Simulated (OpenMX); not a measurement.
The system is TiCo.

```xyz
2
Lattice="2.9861 0.0000 0.0000 0.0000 2.9861 0.0000 0.0000 0.0000 2.9861" Properties=species:S:1:pos:R:3 pbc="T T T"
Co    1.4931    1.4931    1.4931
Ti    0.0000    0.0000    0.0000
```

The cell comes from a database or a generator and needn't be the stable form of this composition.

Base run:

- Program: OpenMX 3.8.5
- Functional: PBE
- Potentials or basis: OpenMX 2013 PBE set, Co6.0H-s3p2d2, Ti7.0-s3p2d2, grid cutoff 500 Ry
- k mesh: 7 × 7 × 7
- Occupations: fermi-dirac, width 0.05 eV
- Spin: collinear spin, ferromagnetic start
- Starting moments: [2.0, 1.0] μB

Its results: pressure 2.1 GPa; net moment 0.85 μB per cell; site moments Co +1.05; Ti -0.20 μB.

Question: The run is repeated on the same cell with these changes: potentials or basis from OpenMX 2013 PBE set, Co6.0H-s3p2d2, Ti7.0-s3p2d2, grid cutoff 500 Ry to OpenMX 2013 PBE set, Co6.0H-s2p2d1, Ti7.0-s2p2d1, grid cutoff 500 Ry. What comes out?

Answer: Pressure 0.5 GPa; net moment 0.83 μB per cell; site moments Co +0.99; Ti -0.16 μB.

Caveats: the basis of atomic orbitals isn't converged, which shifts pressures, moduli and gaps; the transition metal has a single d function, too few for pressures, volumes and moments (some runs).
